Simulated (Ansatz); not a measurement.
# CaF2 (Fluorite): the cost of one run

Method: DFT PBEsol, all-electron LAPW, scalar-relativistic unless said, in Ansatz 0.2.0.

1 further run of the same task is left out (it didn't finish).

## Step 1: The system as given

Symmetry: Fm-3m, No. 225, cubic system. Conventional cell: a = 5.421 Å, b = 5.421 Å, c = 5.421 Å, α = 90.00°, β = 90.00°, γ = 90.00°. Ca (site symmetry m-3m) has 8 F at 2.35 Å as nearest neighbours. Around F (site symmetry -43m) lie 4 Ca at 2.35 Å.

Coordinates:

```
Ca F
1.0
     0.00000    2.71037    2.71037
     2.71037    0.00000    2.71037
     2.71037    2.71037    0.00000
Ca F
1 2
Direct
  0.00000 0.00000 0.00000
  0.25000 0.25000 0.25000
  0.75000 0.75000 0.75000
```

Cartesian axes are those of the input's lattice vectors. The structure goes back to a database entry.

## Step 2: Reference run, fine mesh, LAPW

input.yaml

```yaml
crystal:
  lattice:
    - [0.0, 2.71036722479, 2.71036722479]
    - [2.71036722479, 0.0, 2.71036722479]
    - [2.71036722479, 2.71036722479, 0.0]
  atoms:
    - { symbol: Ca, position: [0.0, 0.0, 0.0] }
    - { symbol: F, position: [0.25, 0.25, 0.25] }
    - { symbol: F, position: [0.75, 0.75, 0.75] }
kpoints:
  mp_grid: { grid: [8, 8, 8] }
scf:
  occupations: { method: fixed }
hamiltonian:
  xc: pbesol
  pseudopotentials: { kind: all_electron, lapw: { basis_error: 0.001 } }
output:
  forces: true
  stress: true
  eigenvalues: true
  eigenstates:
    nscf_kmesh: { grid: [10, 10, 10] }
    de_dk: true
    e_range: [-9, 17.24687974384]
  optics:
    e_range: [0, 30]
    de: 0.2
    sigma: 0.1
    bands: { spectra_wanted_up_to: 30 }
    nscf_kmesh: { grid: [10, 10, 10] }
checkpoint:
  write: ck
  write_wavefunctions: false
```

Command:

```bash
$ ansatz run input.yaml --threads 2 --pin off --max-ram 6144MiB --backend cpu --events-out ev --progress --plain --runs-dir out
```

**Question.** How long does this run take on 2 threads of Arm Neoverse V1, shared host, and how much memory does it need?

About 30 s, with a peak of 0.37 GiB.
